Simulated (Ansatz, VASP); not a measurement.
# Cross-check of Si (Si strained to the junction's net) between VASP and Ansatz, part 2 of 2

Wanted: the spread between two codes on one cell, functional and k mesh. Of the first pair: The structure shown is the start of the Ansatz relaxation below; VASP solves that cell, so the two are compared at the walk's first step.

VASP 6.6.1 and Ansatz 0.2.0.

So far. Step 3 (VASP: single point, PBE, start cell, pair 1): The run ends at a pressure of 0.47 GPa, with forces up to 0.082 eV/Å.

## 4. Comparison

Known differences besides the potentials themselves: the cutoff is 420 eV in Ansatz and 400 eV in VASP. Total energies have different zeros and are not compared.

Forces (eV/Å; atoms numbered as in POSCAR):

| atom | Ansatz x, y, z | VASP x, y, z |
| --- | --- | --- |
| Si1 | 0.000, 0.000, 0.083 | 0.000, 0.000, 0.082 |
| Si2 | 0.000, 0.000, -0.083 | 0.000, 0.000, -0.082 |
| Si3 | 0.000, 0.000, 0.083 | 0.000, 0.000, 0.082 |
| Si4 | 0.000, 0.000, -0.083 | 0.000, 0.000, -0.082 |
| Si5 | 0.000, 0.000, 0.083 | 0.000, 0.000, 0.082 |
| Si6 | 0.000, 0.000, -0.083 | 0.000, 0.000, -0.082 |

The forces differ by 0.3 meV/Å r.m.s., which is 0.7 % of the r.m.s. force of 0.048 eV/Å (both taken over all components).

## 5. Ansatz: relaxation, PBE

This run makes the geometry at which the two programs are then compared. The cell compared in this pair holds 121.84 Å³, against 122.01 Å³ for the pair before.

The structure compared here is the end of the Ansatz relaxation.

input.yaml

```yaml
crystal:
  lattice:
    - [3.85, 0.0, 0.0]
    - [-1.925, 3.3341978046, 0.0]
    - [0.0, 0.0, 9.5049656028]
  atoms:
    - { symbol: Si, position: [0.0, 0.0, 0.0] }
    - { symbol: Si, position: [0.0, 0.0, 0.25] }
    - { symbol: Si, position: [0.3333333333, 0.6666666667, 0.3333333333] }
    - { symbol: Si, position: [0.3333333333, 0.6666666667, 0.5833333333] }
    - { symbol: Si, position: [0.6666666667, 0.3333333333, 0.6666666667] }
    - { symbol: Si, position: [0.6666666667, 0.3333333333, 0.9166666667] }
kpoints:
  mp_grid: { grid: [12, 12, 3] }
scf:
  occupations: { method: fermi_dirac, width: 0.1 }
  max_iter: 150
hamiltonian:
  xc: pbe
relax:
  f_tol: 0.01
  max_steps: 40
  cell: { fix: [a, b, angles] }
```

Command:

```bash
ansatz run input.yaml --threads 8 --pin off --max-ram 24576MiB --backend cpu --events-out ev --progress --plain --runs-dir out
```

Numbers of over 12 decimals in the logs are rounded to 6 here.

Output:

```text
[...]
Crystal: 6 atoms, lattice volume = 122.012 Å³
Basis set: ecut = 420 eV, 2383 PW (Γ), exchange–correlation on 54×54×128 points (8 copies of the dense FFT grid, shifted against one another)
Bands: 18, of which v1, the nominal top of the filled ones, is band 12 counted from 1 (11 counted from 0)
Symmetry: 36 space group operations
[...]
k-points: 50 of 432
[...]
cell:  # Å, volume = 121.8422 Å³
    - [3.850000, 0, 0]
    - [-1.925000, 3.334198, 0]
    - [0, 0, 9.491738]
  atoms:
    - { symbol: Si, position: [0, 0, 0.000278066] }
    - { symbol: Si, position: [0, 0, 0.249722] }
    - { symbol: Si, position: [0.333333, 0.666667, 0.333611] }
    - { symbol: Si, position: [0.333333, 0.666667, 0.583055] }
    - { symbol: Si, position: [0.666667, 0.333333, 0.666945] }
    - { symbol: Si, position: [0.666667, 0.333333, 0.916389] }
[key lines of the parts left out:]
SCF converged after 5 iterations
Free energy (F): -3814.857617 eV
Fermi energy:    6.392483 eV
P = ⅓ Tr σ = 0.6766 GPa (6.766 kbar)
```

## 6. VASP: single point, PBE, relaxed cell, pair 2

The same cell, functional, mesh and smearing now go to VASP, with its own data sets.

INCAR

```
SYSTEM = Si
PREC = Accurate
ENCUT = 500
EDIFF = 1E-06
NELM = 120
ISMEAR = -1
SIGMA = 0.1
LREAL = .FALSE.
ALGO = Normal
GGA = PE
NBANDS = 18
LORBIT = 11
LWAVE = .FALSE.
LCHARG = .FALSE.
ISIF = 2
LASPH = .TRUE.
GGA_COMPAT = .FALSE.
EFERMI = MIDGAP
KPAR = 2
```

POSCAR

```
Si
1.0
    3.8500000000      0.0000000000      0.0000000000
   -1.9250000000      3.3341978046      0.0000000000
    0.0000000000      0.0000000000      9.4917377903
Si
6
Direct
    0.0000000000      0.0000000000      0.0002780662
    0.0000000000      0.0000000000      0.2497219338
    0.3333333333      0.6666666667      0.3336113995
    0.3333333333      0.6666666667      0.5830552672
    0.6666666667      0.3333333333      0.6669447328
    0.6666666667      0.3333333333      0.9163886005
```

KPOINTS

```
Automatic mesh
0
Gamma
12 12 3
0 0 0
```

The projector-augmented-wave data sets are Si (PBE family, release 64).

Command:

```bash
mpirun -np 2 vasp_std
```

Output:

```text
[... set-up lines as in an earlier step ...]
 entering main loop
       N       E                     dE             d eps       ncg     rms          rms(c)
DAV:   1     0.493729361391E+02    0.49373E+02   -0.90481E+03  1800   0.104E+03
DAV:   2    -0.296710975961E+02   -0.79044E+02   -0.76832E+02  2364   0.148E+02
DAV:   3    -0.330243282583E+02   -0.33532E+01   -0.33254E+01  2410   0.299E+01
DAV:   4    -0.330616122654E+02   -0.37284E-01   -0.37238E-01  2480   0.388E+00
[...]
DAV:  11    -0.325466546649E+02    0.21080E-05   -0.37406E-06  2542   0.112E-02    0.832E-03
DAV:  12    -0.325466561942E+02   -0.15294E-05   -0.18267E-06  1832   0.834E-03    0.178E-03
DAV:  13    -0.325466559830E+02    0.21121E-06   -0.11605E-07  1230   0.218E-03
   1 F= -.32546656E+02 E0= -.32545506E+02  d E =-.230067E-02
```

From OUTCAR (step 6):

```text
  Total        0.7033572      0.7033572     -0.0498398      0.0000000      0.0000000      0.0000000
  in kB        9.2488705      9.2488705     -0.6553742      0.0000000      0.0000000      0.0000000
  external PRESSURE =       5.9474556 kB  Pullay stress =       0.0000000 kB

 POSITION                                       TOTAL-FORCE (eV/Angst)
 -----------------------------------------------------------------------------------
      0.00000      0.00000      0.00264        -0.000000      0.000000      0.000144
      0.00000      0.00000      2.37030        -0.000000      0.000000     -0.000144
     -0.00000      2.22280      3.16655         0.000000      0.000000      0.000144
     -0.00000      2.22280      5.53421         0.000000     -0.000000     -0.000144
      1.92500      1.11140      6.33046        -0.000000      0.000000      0.000144
      1.92500      1.11140      8.69812         0.000000     -0.000000     -0.000144
 -----------------------------------------------------------------------------------
    total drift:                                0.000000     -0.000000     -0.000000

  FREE ENERGIE OF THE ION-ELECTRON SYSTEM (eV)
  ---------------------------------------------------
  free  energy   TOTEN  =       -32.5466559830 eV

  energy  without entropy=      -32.5443553171  energy(sigma->0) =      -32.54550565

[... 1 part as in an earlier step ...]

[... 2 further parts left out ...]
[key lines of the parts left out:]
E-fermi :   5.9958
```

The run ends at a pressure of 0.59 GPa, with forces up to 1.4e-4 eV/Å.

## 7. Side by side

What differs besides the data sets and the points named for the pairs above, as far as they apply: the cutoff is 420 eV in Ansatz and 500 eV in VASP; Ansatz's pressure holds a Pulay correction, VASP's none. Total energies have different zeros and are not compared.

Both answers:

| quantity | Ansatz | VASP | difference |
| --- | --- | --- | --- |
| pressure (GPa) | 0.68 | 0.59 | +0.08 |
| gap on the k mesh (eV) | 0.686 | 0.688 | -0.002 |

A gap on the mesh is an upper bound, since the band edges may lie between its points.

## 8. Results

```yaml
r_m_s_force_difference_single_point_pbe_start_cell_pair_1: 0.32 meV/Å
difference_in_gap_on_the_k_mesh_single_point_pbe_relaxed_cell_pair_2: -0.0018 eV
```

What this shows: The r.m.s. force difference is 0.32 meV/Å (single point, PBE, start cell, pair 1), within the 12 meV/Å picked in this series as the mark of a large difference. How closely two codes agree says nothing of how well the functional describes the real material.

[Lines on the potential files, build, host, timing and source positions are cut from VASP's logs without a mark.]

[Logs are printed without paths, hosts, clocks, repeated set-up lines and the standing remarks that a program may print on its own settings, such as how far it seeks lower states.]

[Hosts, paths, dates, database ids (printed as entryN), source tags and the programs' standing remarks are cut or masked in the printed files.]
